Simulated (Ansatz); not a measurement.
SnSe, DFT, PBEsol, PAW with Ansatz's default frozen-core files, scalar-relativistic (Ansatz 0.2.0), run on 1 thread of Arm Neoverse V2 on a shared host.

The cell is COD entry 9008725, as deposited and not checked against the literature; nothing was relaxed. The listed cell was then made from it by scaling, straining or moving an atom.

Command: `ansatz run input.yaml --threads 1 --pin off --max-ram 3072MiB --backend cpu --events-out ev --progress --plain --runs-dir out`

```yaml
crystal:
  lattice:
    - [0.0301, 3.02505, 3.02505]
    - [3.02505, 0.0301, 3.02505]
    - [3.02505, 3.02505, 0.0301]
  atoms:
    - { symbol: Sn, position: [0.0, 0.0, 0.0] }
    - { symbol: Se, position: [0.5, 0.5, 0.5] }
kpoints:
  mp_grid: { grid: [7, 7, 7] }
scf:
  occupations: { method: fermi_dirac, width: 0.01 }
hamiltonian:
  xc: pbesol
  pseudopotentials: { kind: paw }
output:
  forces: true
  stress: true
  eigenvalues: true
  efg: { contact_densities: true }
```

Question: How large is the problem that the program sets up?

Answer: 44 irreducible k-points, 1067 plane waves at Γ, 19 bands.

Question: Estimate the wall time and the peak memory.

Answer: 4.4 s of wall time for 6 SCF iterations, with a peak of 0.4 GiB. Times on shared machines scatter by tens of per cent.

Question: And the same cell and mesh by crystal-made all-electron datasets, asked for forces, stress, eigenvalues, efg, on the same hardware?

Answer: 4.8 s, peak memory 0.39 GiB.
